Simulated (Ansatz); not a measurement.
Space group Pm-3m (No. 221). a = 4.148 Å, b = 4.148 Å, c = 4.148 Å, α = 90.00°, β = 90.00°, γ = 90.00°
```csv
atom,site,symmetry,x,y,z
Ca,1b,m-3m,0.5000,0.5000,0.5000
B,6e,4m.m,0.0000,0.0000,0.2982
```

Equation of state of this CaB$_{6}$ structure (not necessarily the ground state), with shape and atoms relaxed at each volume where symmetry leaves them free. These are results of Ansatz 0.2.0, DFT PBE, scalar-relativistic, plane waves, PAW, not measurements.

Settings: cutoff 420 eV, Γ-centred mesh 8×8×8 on the computed 7-atom cell, Gaussian smearing of 0.01 eV; no spin polarisation.

| V (Å³/atom) | E − E(largest V) (meV/atom) | P (GPa) | gap on mesh (eV) |
| --- | --- | --- | --- |
| 9.582 | 3.24 | 10.34 | 0.03 |
| 9.888 | -11.11 | 4.82 | 0.07 |
| 10.194 | -15.61 | 0.01 | 0.07 |
| 10.500 | -11.52 | -4.19 | 0.06 |
| 10.805 | 0.00 | -7.78 | 0.02 |

**Question.** Fit a third-order Birch–Murnaghan equation to E(V).

**Answer.** V0 = 10.19 Å³/atom, B0 = 149 GPa, B0' = 3.7.